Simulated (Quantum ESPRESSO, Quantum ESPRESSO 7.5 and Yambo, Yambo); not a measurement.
**Quasiparticle gap of KBr (Fm-3m) in Yambo**

Aim: the G0W0 gap of KBr (Fm-3m) on PBE, step by step.

Program: Quantum ESPRESSO 7.5 and Yambo 5.3.0. Level of theory: PBE and many-body steps on it, plane waves. Results are calculated unless marked as measured.

**1. The structure**

Symmetry: Fm-3m, No. 225, cubic system. The conventional cell has a = 6.600 Å, b = 6.600 Å, c = 6.600 Å, α = 90.00°, β = 90.00°, γ = 90.00°. Nearest to K lie 6 Br at 3.30 Å. Nearest to Br lie 6 K at 3.30 Å. Farther neighbours and most contacts between anions are not listed.

The cell and positions come from the Crystallography Open Database and are kept as given unless a step says otherwise.

**2. Ground state**

This step: Quantum ESPRESSO 7.5; DFT, PBE, plane waves, norm-conserving pseudopotentials.

The ground-state density comes first.

pw.in reads:

```
&control
  calculation = 'scf'
  prefix = 'x'
  outdir = 'o'
  pseudo_dir = 'pseudo'
/
&system
  ibrav = 0
  nat = 2
  ntyp = 2
  ecutwfc = 76.0
  nbnd = 18
  force_symmorphic = .true.
/
&electrons
  conv_thr = 1e-10
  electron_maxstep = 80
  mixing_beta = 0.5
/
ATOMIC_SPECIES
  K 39.098 K.upf
  Br 79.904 Br.upf
CELL_PARAMETERS angstrom
  0.0000000000 3.3000000000 3.3000000000
  3.3000000000 0.0000000000 3.3000000000
  3.3000000000 3.3000000000 0.0000000000
ATOMIC_POSITIONS crystal
  K 0.0000000000 0.0000000000 0.0000000000
  Br 0.5000000000 0.5000000000 0.5000000000
K_POINTS automatic
  6 6 6 0 0 0
```

Command:

```console
$ OMP_NUM_THREADS=1 mpirun -n 4 pw.x -nk 4 -in pw.in > pw.out
```

The log of the run:

```text
Program PWSCF v.7.5 starts

     This program is part of the open-source Quantum ESPRESSO suite
     for quantum simulation of materials; please cite
         "P. Giannozzi et al., J. Phys.:Condens. Matter 21 395502 (2009);
         "P. Giannozzi et al., J. Phys.:Condens. Matter 29 465901 (2017);
         "P. Giannozzi et al., J. Chem. Phys. 152 154105 (2020);
     in publications or presentations arising from this work. More details at
     Message from routine setup:
     using ibrav=0 with symmetry is DISCOURAGED, use correct ibrav instead

     G-vector sticks info

     bravais-lattice index     =            0
     lattice parameter (alat)  =       8.8192  a.u.
     unit-cell volume          =     485.0298 (a.u.)^3
     number of atoms/cell      =            2
     number of atomic types    =            2
     number of electrons       =        26.00
     number of Kohn-Sham states=           18
     kinetic-energy cutoff     =      76.0000  Ry
     charge density cutoff     =     304.0000  Ry
     scf convergence threshold =      1.0E-10
     mixing beta               =       0.5000
     number of iterations used =            8  plain     mixing
     Exchange-correlation= PBE
                           (   1   4   3   4   0   0   0)

     celldm(1)=   8.819172  celldm(2)=   0.000000  celldm(3)=   0.000000
     celldm(4)=   0.000000  celldm(5)=   0.000000  celldm(6)=   0.000000

     crystal axes: (cart. coord. in units of alat)
               a(1) = (   0.000000   0.707107   0.707107 )
               a(2) = (   0.707107   0.000000   0.707107 )
               a(3) = (   0.707107   0.707107   0.000000 )

     reciprocal axes: (cart. coord. in units 2 pi/alat)
               b(1) = ( -0.707107  0.707107  0.707107 )
               b(2) = (  0.707107 -0.707107  0.707107 )
               b(3) = (  0.707107  0.707107 -0.707107 )
     Pseudo is Norm-conserving + core correction, Zval =  9.0
     Generated using ONCVPSP code by D. R. Hamann
     Using radial grid of 2222 points,  6 beta functions with:
     Pseudo is Norm-conserving + core correction, Zval = 17.0
     Generated using ONCVPSP code by D. R. Hamann
     Using radial grid of 1098 points,  6 beta functions with:
     K                 9.00    39.09800     K ( 1.00)
     Br               17.00    79.90400     Br( 1.00)

     48 Sym. Ops., with inversion, found

   Cartesian axes

     site n.     atom                  positions (alat units)
         1        K      tau(   1) = (   0.0000000   0.0000000   0.0000000  )
         2        Br     tau(   2) = (   0.7071068   0.7071068   0.7071068  )

     number of k points=    16
                       cart. coord. in units 2pi/alat
        k(    1) = (   0.0000000   0.0000000   0.0000000), wk =   0.0092593
        k(    2) = (   0.1178511   0.1178511  -0.1178511), wk =   0.0740741
        k(    3) = (   0.2357023   0.2357023  -0.2357023), wk =   0.0740741
        k(    4) = (  -0.3535534  -0.3535534   0.3535534), wk =   0.0370370
        k(    5) = (   0.2357023   0.0000000  -0.0000000), wk =   0.0555556
        k(    6) = (   0.3535534   0.1178511  -0.1178511), wk =   0.2222222
        k(    7) = (  -0.2357023  -0.4714045   0.4714045), wk =   0.2222222
        k(    8) = (  -0.1178511  -0.3535534   0.3535534), wk =   0.2222222
        k(    9) = (   0.0000000  -0.2357023   0.2357023), wk =   0.1111111
        k(   10) = (   0.4714045   0.0000000  -0.0000000), wk =   0.0555556
     [... 4 further rows ...]
        k(   15) = (  -0.1178511  -0.3535534   0.5892557), wk =   0.2222222
        k(   16) = (  -0.7071068   0.2357023   0.0000000), wk =   0.1111111

     Dense  grid:    43599 G-vectors     FFT dimensions: (  50,  50,  50)

     Initial potential from superposition of free atoms

     starting charge      25.9807, renormalised to      26.0000
     Starting wfcs are   14 randomized atomic wfcs +    4 random wfcs

     per-process dynamical memory:    36.8 Mb

     Self-consistent Calculation

     iteration #  1     ecut=    76.00 Ry     beta= 0.50

     Threshold (ethr) on eigenvalues was too large:
     Diagonalizing with lowered threshold

     total energy              =    -331.11329278 Ry
     estimated scf accuracy    <       0.04170648 Ry

     iteration #  2     ecut=    76.00 Ry     beta= 0.50

     total energy              =    -331.12118008 Ry
     estimated scf accuracy    <       0.00243824 Ry

     iteration #  3     ecut=    76.00 Ry     beta= 0.50

     total energy              =    -331.12168411 Ry
     estimated scf accuracy    <       0.00053538 Ry

     iteration #  4     ecut=    76.00 Ry     beta= 0.50

     total energy              =    -331.12177003 Ry
     estimated scf accuracy    <       0.00002068 Ry

     iteration #  5     ecut=    76.00 Ry     beta= 0.50

     total energy              =    -331.12177779 Ry
     estimated scf accuracy    <       0.00000444 Ry

     iteration #  6     ecut=    76.00 Ry     beta= 0.50

     total energy              =    -331.12177894 Ry
     estimated scf accuracy    <       0.00000002 Ry

     iteration #  7     ecut=    76.00 Ry     beta= 0.50

     total energy              =    -331.12177898 Ry
     estimated scf accuracy    <          2.6E-09 Ry

     iteration #  8     ecut=    76.00 Ry     beta= 0.50

     total energy              =    -331.12177898 Ry
     estimated scf accuracy    <          3.7E-10 Ry

     iteration #  9     ecut=    76.00 Ry     beta= 0.50

     total energy              =    -331.12177898 Ry
     estimated scf accuracy    <          1.1E-10 Ry

     iteration # 10     ecut=    76.00 Ry     beta= 0.50

     End of self-consistent calculation

          k = 0.0000 0.0000 0.0000 (  5521 PWs)   bands (ev):

   -56.1051 -56.1051 -56.1030 -56.1030 -56.1030 -25.6928 -10.2110  -9.1698
    -9.1698  -9.1698   2.0853   2.0853   2.0853   6.5214   9.6944   9.6944
     9.6944  10.5130

          k = 0.1179 0.1179-0.1179 (  5444 PWs)   bands (ev):

   -56.1051 -56.1051 -56.1030 -56.1030 -56.1030 -25.6914 -10.2618  -9.1712
    -9.1712  -9.1016   1.7204   1.9968   1.9968   7.1770   9.5543  10.0172
    10.0172  10.8674

          k = 0.2357 0.2357-0.2357 (  5429 PWs)   bands (ev):

   -56.1051 -56.1051 -56.1030 -56.1030 -56.1030 -25.6886 -10.3489  -9.1739
    -9.1739  -8.9790   1.1485   1.8306   1.8306   8.2855   9.8060  10.8789
    10.8789  11.7584

          k =-0.3536-0.3536 0.3536 (  5444 PWs)   bands (ev):

     [... further k-points ...]

     highest occupied, lowest unoccupied level (ev):     2.0853    6.5214

!    total energy              =    -331.12177898 Ry
     estimated scf accuracy    <          3.8E-12 Ry

     The total energy is the sum of the following terms:
     one-electron contribution =    -219.69576738 Ry
     hartree contribution      =     108.73966860 Ry
     xc contribution           =     -57.41504571 Ry
     ewald contribution        =    -162.75063449 Ry

     convergence has been achieved in  10 iterations

     XML data file, charge density, pseudopotentials, collected wavefunctions

=------------------------------------------------------------------------------=
   JOB DONE.
=------------------------------------------------------------------------------=
```

Elapsed: 9.8 s, on 4 MPI ranks of Arm Neoverse V1, shared host; peak memory 0.31 GiB; 39 s of CPU time.

This step gave:

```
total energy               : -4505.1413 eV
gap                        : 4.436 eV
k of the valence top       : 0, 0, 0
k of the conduction bottom : 0, 0, 0
least direct gap           : 4.436 eV
```

The gap is direct, at Γ.

**3. Bands along the symmetry lines**

Levels along a band path, at the cheap level, show where the edges lie and whether the meshes to come will hold them.

pw.in reads:

```
&control
  calculation = 'bands'
  prefix = 'x'
  outdir = 'o'
  pseudo_dir = 'pseudo'
/
&system
  ibrav = 0
  nat = 2
  ntyp = 2
  ecutwfc = 76.0
  nbnd = 19
  force_symmorphic = .true.
/
&electrons
  conv_thr = 1e-9
  electron_maxstep = 80
  diago_full_acc = .true.
  diago_thr_init = 5e-6
/
ATOMIC_SPECIES
  K 39.098 K.upf
  Br 79.904 Br.upf
CELL_PARAMETERS angstrom
  0.0000000000 3.3000000000 3.3000000000
  3.3000000000 0.0000000000 3.3000000000
  3.3000000000 3.3000000000 0.0000000000
ATOMIC_POSITIONS crystal
  K 0.0000000000 0.0000000000 0.0000000000
  Br 0.5000000000 0.5000000000 0.5000000000
K_POINTS crystal
  50
  0.00000000 0.00000000 0.00000000 1
  0.06250000 0.00000000 0.06250000 1
  0.12500000 0.00000000 0.12500000 1
  0.18750000 0.00000000 0.18750000 1
  0.25000000 0.00000000 0.25000000 1
  0.31250000 0.00000000 0.31250000 1
  0.37500000 0.00000000 0.37500000 1
  0.43750000 0.00000000 0.43750000 1
  0.50000000 0.00000000 0.50000000 1
  0.51562500 0.03125000 0.51562500 1
  0.53125000 0.06250000 0.53125000 1
  0.54687500 0.09375000 0.54687500 1
  0.56250000 0.12500000 0.56250000 1
  0.57812500 0.15625000 0.57812500 1
  0.59375000 0.18750000 0.59375000 1
  0.60937500 0.21875000 0.60937500 1
  0.62500000 0.25000000 0.62500000 1
  0.37500000 0.37500000 0.75000000 1
  0.32812500 0.32812500 0.65625000 1
  0.28125000 0.28125000 0.56250000 1
  0.23437500 0.23437500 0.46875000 1
  0.18750000 0.18750000 0.37500000 1
  0.14062500 0.14062500 0.28125000 1
  0.09375000 0.09375000 0.18750000 1
  0.04687500 0.04687500 0.09375000 1
  0.00000000 0.00000000 0.00000000 1
  0.06250000 0.06250000 0.06250000 1
  0.12500000 0.12500000 0.12500000 1
  0.18750000 0.18750000 0.18750000 1
  0.25000000 0.25000000 0.25000000 1
  0.31250000 0.31250000 0.31250000 1
  0.37500000 0.37500000 0.37500000 1
  0.43750000 0.43750000 0.43750000 1
  0.50000000 0.50000000 0.50000000 1
  0.50000000 0.46875000 0.53125000 1
  0.50000000 0.43750000 0.56250000 1
  0.50000000 0.40625000 0.59375000 1
  0.50000000 0.37500000 0.62500000 1
  0.50000000 0.34375000 0.65625000 1
  0.50000000 0.31250000 0.68750000 1
  0.50000000 0.28125000 0.71875000 1
  0.50000000 0.25000000 0.75000000 1
  0.50000000 0.21875000 0.71875000 1
  0.50000000 0.18750000 0.68750000 1
  0.50000000 0.15625000 0.65625000 1
  0.50000000 0.12500000 0.62500000 1
  0.50000000 0.09375000 0.59375000 1
  0.50000000 0.06250000 0.56250000 1
  0.50000000 0.03125000 0.53125000 1
  0.50000000 0.00000000 0.50000000 1
```

The log of the run:

```text
[banner, memory and clock lines left out]
Program PWSCF v.7.5 starts

     Atomic positions and unit cell read from directory:
     o/x.save/

     Message from routine setup:
     using ibrav=0 with symmetry is DISCOURAGED, use correct ibrav instead

     G-vector sticks info

     bravais-lattice index     =            0
     lattice parameter (alat)  =       8.8192  a.u.
     unit-cell volume          =     485.0298 (a.u.)^3
     number of atoms/cell      =            2
     number of atomic types    =            2
     number of electrons       =        26.00
     number of Kohn-Sham states=           19
     kinetic-energy cutoff     =      76.0000  Ry
     charge density cutoff     =     304.0000  Ry
     Exchange-correlation= PBE
                           (   1   4   3   4   0   0   0)

     celldm(1)=   8.819172  celldm(2)=   0.000000  celldm(3)=   0.000000
     celldm(4)=   0.000000  celldm(5)=   0.000000  celldm(6)=   0.000000

     crystal axes: (cart. coord. in units of alat)
               a(1) = (   0.000000   0.707107   0.707107 )
               a(2) = (   0.707107   0.000000   0.707107 )
               a(3) = (   0.707107   0.707107   0.000000 )

     reciprocal axes: (cart. coord. in units 2 pi/alat)
               b(1) = ( -0.707107  0.707107  0.707107 )
               b(2) = (  0.707107 -0.707107  0.707107 )
               b(3) = (  0.707107  0.707107 -0.707107 )
     Pseudo is Norm-conserving + core correction, Zval =  9.0
     Generated using ONCVPSP code by D. R. Hamann
     Using radial grid of 2222 points,  6 beta functions with:
     Pseudo is Norm-conserving + core correction, Zval = 17.0
     Generated using ONCVPSP code by D. R. Hamann
     Using radial grid of 1098 points,  6 beta functions with:
     K                 9.00    39.09800     K ( 1.00)
     Br               17.00    79.90400     Br( 1.00)

     48 Sym. Ops., with inversion, found

   Cartesian axes

     site n.     atom                  positions (alat units)
         1        K      tau(   1) = (   0.0000000   0.0000000   0.0000000  )
         2        Br     tau(   2) = (   0.7071068   0.7071068   0.7071068  )

     number of k points=    50
                       cart. coord. in units 2pi/alat
        k(    1) = (   0.0000000   0.0000000   0.0000000), wk =   0.0400000
        k(    2) = (   0.0000000   0.0883883   0.0000000), wk =   0.0400000
        k(    3) = (   0.0000000   0.1767767   0.0000000), wk =   0.0400000
[...]
[... 38 further rows ...]
        k(   49) = (   0.0441942   0.7071068   0.0000000), wk =   0.0400000
        k(   50) = (   0.0000000   0.7071068   0.0000000), wk =   0.0400000

     Dense  grid:    43599 G-vectors     FFT dimensions: (  50,  50,  50)

     The potential is recalculated from file :
     o/x.save/charge-density

     Starting wfcs are   14 randomized atomic wfcs +    5 random wfcs

     Band Structure Calculation

     End of band structure calculation

          k = 0.0000 0.0000 0.0000 (  5521 PWs)   bands (ev):

   -56.1051 -56.1051 -56.1029 -56.1029 -56.1029 -25.6928 -10.2110  -9.1698
    -9.1698  -9.1698   2.0853   2.0853   2.0853   6.5214   9.6944   9.6944
     9.6944  10.5130  10.5130

          k = 0.0000 0.0884 0.0000 (  5433 PWs)   bands (ev):

   -56.1051 -56.1051 -56.1029 -56.1029 -56.1029 -25.6925 -10.2212  -9.1711
[...]
9.7935  10.5420  10.6191

          k = 0.0000 0.1768 0.0000 (  5425 PWs)   bands (ev):

[...]
10.0832  10.6267  10.9182

          k =-0.0000 0.2652 0.0000 (  5413 PWs)   bands (ev):

[...]
k = 0.0000 0.4419-0.0000 (  5437 PWs)   bands (ev):

[...]
k =-0.0000 0.5303 0.0000 (  5446 PWs)   bands (ev):

[...]
k = 0.0000 0.6187-0.0000 (  5430 PWs)   bands (ev):

[...]
k = 0.4640 0.4640-0.0000 (  5404 PWs)   bands (ev):

[...]
k = 0.3315 0.3315-0.0000 (  5416 PWs)   bands (ev):

[...]
k = 0.3094 0.7071-0.0000 (  5428 PWs)   bands (ev):

[...]
k = 0.2210 0.7071-0.0000 (  5428 PWs)   bands (ev):

[...]
k = 0.1768 0.7071-0.0000 (  5418 PWs)   bands (ev):

[...]
k = 0.0442 0.7071 0.0000 (  5432 PWs)   bands (ev):

[...]
11.5282  11.7231  12.8320

          k = 0.0000 0.7071 0.0000 (  5434 PWs)   bands (ev):

   -56.1051 -56.1051 -56.1030 -56.1029 -56.1029 -25.6856 -10.1138  -9.2601
    -9.2057  -9.2057   1.2739   1.8005   1.8005   7.9565   9.2889  11.4404
    11.5903  11.7409  12.7997

     XML data file, pseudopotentials, collected wavefunctions
```

The job ended after 9.9 s (4 MPI ranks; peak memory 0.26 GiB; 39 s of CPU time).

Numbers from this step:

- gap: 4.436 eV
- k of the valence top: 0, 0, 0
- k of the conduction bottom: 0, 0, 0
- least direct gap: 4.436 eV

The gap is 4.436 eV, as in the run before at this level.

Electronic bands along the path, in eV, zero at the top of the highest filled band:

| point | band 10 | band 11 | band 12 | band 13 | band 14 | band 15 | band 16 | band 17 |
| --- | --- | --- | --- | --- | --- | --- | --- | --- |
| Γ | -11.26 | 0.00 | 0.00 | 0.00 | 4.44 | 7.61 | 7.61 | 7.61 |
| halfway | -11.17 | -0.71 | -0.16 | -0.16 | 5.90 | 6.54 | 8.84 | 9.05 |
| X | -11.29 | -0.81 | -0.28 | -0.28 | 5.87 | 7.20 | 9.36 | 9.51 |
| halfway | -11.26 | -0.78 | -0.40 | -0.30 | 6.08 | 7.46 | 9.12 | 9.51 |
| U | -11.18 | -0.69 | -0.64 | -0.33 | 6.60 | 8.16 | 8.46 | 9.16 |
| jump to K | -11.18 | -0.69 | -0.64 | -0.33 | 6.60 | 8.16 | 8.46 | 9.16 |
| halfway | -11.10 | -0.78 | -0.24 | -0.24 | 6.16 | 7.28 | 8.38 | 8.88 |
| Γ | -11.26 | 0.00 | 0.00 | 0.00 | 4.44 | 7.61 | 7.61 | 7.61 |
| halfway | -11.12 | -0.67 | -0.17 | -0.17 | 5.69 | 7.49 | 8.31 | 8.31 |
| L | -11.01 | -1.18 | -0.33 | -0.33 | 6.59 | 8.23 | 9.74 | 9.74 |
| halfway | -11.09 | -0.96 | -0.47 | -0.36 | 7.02 | 7.80 | 8.89 | 9.31 |
| W | -11.16 | -0.59 | -0.59 | -0.54 | 7.39 | 7.39 | 8.26 | 9.00 |
| halfway | -11.22 | -0.75 | -0.41 | -0.38 | 6.29 | 7.66 | 8.73 | 9.39 |
| X | -11.29 | -0.81 | -0.28 | -0.28 | 5.87 | 7.20 | 9.36 | 9.51 |

The electronic bands as a text plot (rows in eV, shown from -8.0 to 8.4 only):

```
    8.1 |+ ++            +++    +++++ ++ ++++  ++++++++  ++++
    7.4 |++++      ++++++   +++++++++++++++++++        +++++ ++++
    6.7 |    ++++++      +++  ++               ++++++++     +
    6.0 |     +++++++++++       +            ++              ++++
    5.3 |    +                   ++        ++
    4.7 |++++                      ++++++++
    4.0 |
    3.3 |
    2.6 |
    1.9 |
    1.2 |
    0.6 |
   -0.1 |************************************************    ****
   -0.8 |    **********************         *****   *************
   -1.5 |                                        ***
   -2.2 |
   -2.9 |
   -3.6 |
   -4.2 |
   -4.9 |
   -5.6 |
   -6.3 |
   -7.0 |
   -7.7 |
         Γ           X  U|K            Γ         L        W     X
```

(Continued in part 2 of 2.)

[Paths, hosts, dates, memory and timing lines, banners, echoed tables and standing remarks are left out of the program output.]

[Logs are printed without paths, hosts, clocks, repeated set-up lines and the standing remarks that a program may print on its own settings, such as how far it seeks lower states.]

[Runs of the session that timed out or met a known fault of the program may be left out.]

[Hosts, paths, dates, database ids (printed as entryN), source tags and the programs' standing remarks are cut or masked in the printed files.]
